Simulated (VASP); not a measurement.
Output of a VASP run:

### OSZICAR
```
       N       E                     dE             d eps       ncg     rms          rms(c)
DAV:   1     0.991021218744E+02    0.99102E+02   -0.65185E+03   480   0.111E+03
DAV:   2     0.474525587351E+01   -0.94357E+02   -0.88717E+02   748   0.181E+02
DAV:   3    -0.179268915111E+01   -0.65379E+01   -0.65213E+01   600   0.548E+01
DAV:   4    -0.185171628511E+01   -0.59027E-01   -0.59014E-01   548   0.625E+00
DAV:   5    -0.185218916335E+01   -0.47288E-03   -0.47283E-03   600   0.547E-01    0.172E+00
DAV:   6    -0.163836930124E+01    0.21382E+00   -0.33396E-01   536   0.302E+00    0.101E+00
DAV:   7    -0.160761317379E+01    0.30756E-01   -0.17193E-01   616   0.222E+00    0.541E-01
DAV:   8    -0.161288447328E+01   -0.52713E-02   -0.13920E-02   520   0.879E-01    0.952E-02
DAV:   9    -0.161381158040E+01   -0.92711E-03   -0.25001E-03   588   0.335E-01    0.725E-02
DAV:  10    -0.161396632709E+01   -0.15475E-03   -0.23995E-04   532   0.127E-01    0.126E-02
DAV:  11    -0.161398151139E+01   -0.15184E-04   -0.51329E-05   580   0.455E-02    0.568E-03
DAV:  12    -0.161398462504E+01   -0.31137E-05   -0.13321E-05   536   0.251E-02    0.139E-03
DAV:  13    -0.161398458088E+01    0.44162E-07   -0.28274E-07   408   0.436E-03
   1 F= -.16139846E+01 E0= -.16139846E+01  d E =-.161398E+01
       N       E                     dE             d eps       ncg     rms          rms(c)
DAV:   1    -0.162856520208E+01   -0.14581E-01   -0.25132E-01   480   0.324E+00    0.519E-01
DAV:   2    -0.161793520386E+01    0.10630E-01   -0.15506E-02   496   0.743E-01    0.212E-01
DAV:   3    -0.161547761443E+01    0.24576E-02   -0.77028E-03   488   0.520E-01    0.786E-02
DAV:   4    -0.161542672399E+01    0.50890E-04   -0.23916E-04   512   0.102E-01    0.246E-02
DAV:   5    -0.161542658106E+01    0.14292E-06   -0.22306E-05   556   0.316E-02    0.132E-02
DAV:   6    -0.161542718836E+01   -0.60730E-06   -0.16845E-06   360   0.106E-02
   2 F= -.16154272E+01 E0= -.16154272E+01  d E =-.144261E-02
       N       E                     dE             d eps       ncg     rms          rms(c)
DAV:   1    -0.162015642094E+01   -0.47298E-02   -0.83648E-02   480   0.187E+00    0.299E-01
DAV:   2    -0.161663250145E+01    0.35239E-02   -0.51333E-03   496   0.429E-01    0.122E-01
DAV:   3    -0.161581634086E+01    0.81616E-03   -0.25626E-03   480   0.301E-01    0.453E-02
DAV:   4    -0.161580101703E+01    0.15324E-04   -0.78897E-05   504   0.584E-02    0.142E-02
DAV:   5    -0.161580106074E+01   -0.43709E-07   -0.74501E-06   548   0.183E-02
   3 F= -.16158011E+01 E0= -.16158011E+01  d E =-.181648E-02
       N       E                     dE             d eps       ncg     rms          rms(c)
DAV:   1    -0.161665336519E+01   -0.85235E-03   -0.15460E-02   480   0.801E-01    0.127E-01
DAV:   2    -0.161600807545E+01    0.64529E-03   -0.93651E-04   496   0.183E-01    0.523E-02
DAV:   3    -0.161585831634E+01    0.14976E-03   -0.47148E-04   480   0.129E-01    0.195E-02
DAV:   4    -0.161585621109E+01    0.21053E-05   -0.14416E-05   512   0.250E-02    0.613E-03
DAV:   5    -0.161585625259E+01   -0.41496E-07   -0.12797E-06   296   0.792E-03
   4 F= -.16158563E+01 E0= -.16158563E+01  d E =-.187167E-02
```

File OUTCAR:
```
------------------------ aborting loop because EDIFF is reached ----------------------------------------
  FORCE on cell =-STRESS in cart. coord.  units (eV):
  Direction    XX          YY          ZZ          XY          YZ          ZX
  --------------------------------------------------------------------------------------
  Total       -0.0054708     -0.0054708     -0.0054708     -0.0000000     -0.0000000      0.0000000
  in kB       -0.1134404     -0.1134404     -0.1134404     -0.0000000     -0.0000000      0.0000000
  external PRESSURE =      -0.1134404 kB  Pullay stress =       0.0000000 kB
  volume of cell :       77.27
      direct lattice vectors                 reciprocal lattice vectors
     4.259231498 -0.000000000  0.000000000     0.234784139 -0.000000000  0.000000000
     0.000000000  4.259231498  0.000000000     0.000000000  0.234784139  0.000000000
    -0.000000000 -0.000000000  4.259231498    -0.000000000  0.000000000  0.234784139
 POSITION                                       TOTAL-FORCE (eV/Angst)
 -----------------------------------------------------------------------------------
      0.00000      0.00000      0.00000        -0.000000      0.000000      0.000000
      2.12962      2.12962      2.12962         0.000000     -0.000000      0.000000
 -----------------------------------------------------------------------------------
    total drift:                                0.000000      0.000000     -0.000000
  FREE ENERGIE OF THE ION-ELECTRON SYSTEM (eV)
  ---------------------------------------------------
  free  energy   TOTEN  =        -1.6158562526 eV

  energy  without entropy=       -1.6158562526  energy(sigma->0) =       -1.61585625

 reached required accuracy - stopping structural energy minimisation
```
(Selected blocks of OUTCAR.)

**POSCAR**
```
CsBr
1
    4.2900000000     0.0000000000     0.0000000000
    0.0000000000     4.2900000000     0.0000000000
    0.0000000000     0.0000000000     4.2900000000
Cs Br
1 1
Direct
  0.0000000000   0.0000000000   0.0000000000
  0.5000000000   0.5000000000   0.5000000000
```

**Question.** Write an INCAR and KPOINTS that could have produced this output.

**Answer.** This is not unique; one that fits is the input of the run itself, vdW-DF-cx, plane waves, VASP's PBE PAW potentials (set 64).

### KPOINTS
```
K-points
0
G
6 6 6
0 0 0
```

INCAR:
```
NELM = 100   ! most electronic steps
EDIFF = 1E-6   ! SCF stop (eV)
EDIFFG = -0.01   ! ionic stop
NSW = 60   ! most ionic steps
ALGO = Normal   ! blocked Davidson
ISMEAR = 0   ! Gaussian
LWAVE = .False.
LASPH = .True.
LCHARG = .False.
ISIF = 3
PREC = Accurate
AGGAC = 0.0
LREAL = .False.
SIGMA = 0.05
ENCUT = 520   ! plane-wave cut-off (eV)
IBRION = 2
LMAXMIX = 4   ! l cut-off of mixed one-centre charges
SYSTEM = CsBr
LUSE_VDW = .True.
GGA = CX
```

POTCAR, in this order: Cs_sv Br (PBE.64 set). Program: vasp_std.

Energy and stress use the plane-wave basis of the starting cell.

The compound is CsBr in the CsCl type structure. This run relaxes it. Symmetry was kept, so distortions that lower it aren't found.
